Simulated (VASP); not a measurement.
Wanted: the native input for a VASP 6.6.1 run.

```
Task                   : band structure
Functional             : LDA
Potentials or basis    : VASP PAW LDA potentials, release 64 (Cd, Te)
Cutoff                 : 450 eV
k mesh                 : 10 × 10 × 10
Occupations            : gaussian, width 0.02 eV
Spin                   : no spin polarisation
Further INCAR settings : ALGO = Normal; EDIFF = 1e-06; NBANDS = 16
```

The structure of CdTe lies in POSCAR:

```
CdTe                                    
1.0
    0.0000000000      3.2801677657      3.2801677657
    3.2801677657      0.0000000000      3.2801677657
    3.2801677657      3.2801677657      0.0000000000
  Cd              Te            
     1     1
Direct
     0.0000000000000000    0.0000000000000000    0.0000000000000000
     0.7500000000000000    0.7500000000000000    0.7500000000000000
```

The cell is a database's computed one.

The input as run:

INCAR

```
SYSTEM = CdTe
ALGO = Normal ; EDIFF = 1E-6
ENCUT = 450 ; ISIF = 2
ISMEAR = 0 ; KPAR = 2
LASPH = .True. ; LCHARG = .False.
LREAL = .False. ; LWAVE = .False.
NBANDS = 16 ; NELM = 120
PREC = Accurate ; SIGMA = 0.02
```

KPOINTS

```
k-points
0
Gamma
  10 10 10
  0 0 0
```

KPOINTS_OPT

```
path GXWKGLUWLK,UX
15
line-mode
reciprocal
 0.0000000000  0.0000000000  0.0000000000  G
 0.5000000000  0.0000000000  0.5000000000  X

 0.5000000000  0.0000000000  0.5000000000  X
 0.5000000000  0.2500000000  0.7500000000  W

 0.5000000000  0.2500000000  0.7500000000  W
 0.3750000000  0.3750000000  0.7500000000  K

 0.3750000000  0.3750000000  0.7500000000  K
 0.0000000000  0.0000000000  0.0000000000  G

 0.0000000000  0.0000000000  0.0000000000  G
 0.5000000000  0.5000000000  0.5000000000  L

 0.5000000000  0.5000000000  0.5000000000  L
 0.6250000000  0.2500000000  0.6250000000  U

 0.6250000000  0.2500000000  0.6250000000  U
 0.5000000000  0.2500000000  0.7500000000  W

 0.5000000000  0.2500000000  0.7500000000  W
 0.5000000000  0.5000000000  0.5000000000  L

 0.5000000000  0.5000000000  0.5000000000  L
 0.3750000000  0.3750000000  0.7500000000  K

 0.6250000000  0.2500000000  0.6250000000  U
 0.5000000000  0.0000000000  0.5000000000  X
```

Potentials or basis: VASP PAW LDA potentials, release 64 (Cd, Te).

Launch:

```sh
$ cat potpaw_LDA.64/Cd/POTCAR potpaw_LDA.64/Te/POTCAR > POTCAR
$ mpirun -np 2 vasp_std > vasp.out
```

It gave:

| Property | Result |
| --- | --- |
| Pressure | -2.6 GPa |
| Band gap on the k mesh | 0.44 eV, direct |
| Band gap along the path | 0.44 eV, direct |

Caveat: spin-orbit coupling is left out, which moves the levels of the heavy elements.

Run time: 33 s on 2 MPI ranks on Intel(R) Xeon(R) Platinum 8488C (Sapphire Rapids), with other jobs on the host, peak memory 0.2 GiB a rank.
